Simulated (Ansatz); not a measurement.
Computed with DFT PBE, scalar-relativistic, plane waves, PAW (Ansatz 0.2.0). Settings: cutoff 420 eV, Γ-centred meshes no coarser than 0.19 Å⁻¹ for metals and 0.3 Å⁻¹ for insulators (2π included), Gaussian smearing.

These are static lattice energies at zero pressure. Only the structures computed here compete, so a lower one can exist. For metals, differences of a few meV/atom aren't resolved. Weakly bound directions are ill-defined at this level, which has no dispersion term (Si3Se2 P-62m). No run is spin-polarised.

3 distinct structures were compared, and 2 of them are shown here.

(1) Order these relaxed structures of Si₃Se₂ by energy, lowest first, with the energy over the lowest of them.
A.

```
Si Se
1.0
     4.82340    0.00000    0.00000
    -2.41170    4.17719    0.00000
     0.00000    0.00000    7.31386
Si Se
3 2
Direct
  0.00000 0.36919 0.00000
  0.63081 0.63081 0.00000
  0.36919 0.00000 0.00000
  0.00000 0.00000 0.24504
  0.00000 0.00000 0.75496
```

B.

```
Si Se
1.0
     1.86789    1.07843    8.10787
    -1.86789    1.07843    8.10787
     0.00000   -2.15686    8.10787
Si Se
3 2
Direct
  0.00000 0.00000 0.00000
  0.18393 0.18393 0.18393
  0.81607 0.81607 0.81607
  0.39208 0.39208 0.39208
  0.60792 0.60792 0.60792
```

Answers

(1) B (0 meV/atom), A (243 meV/atom).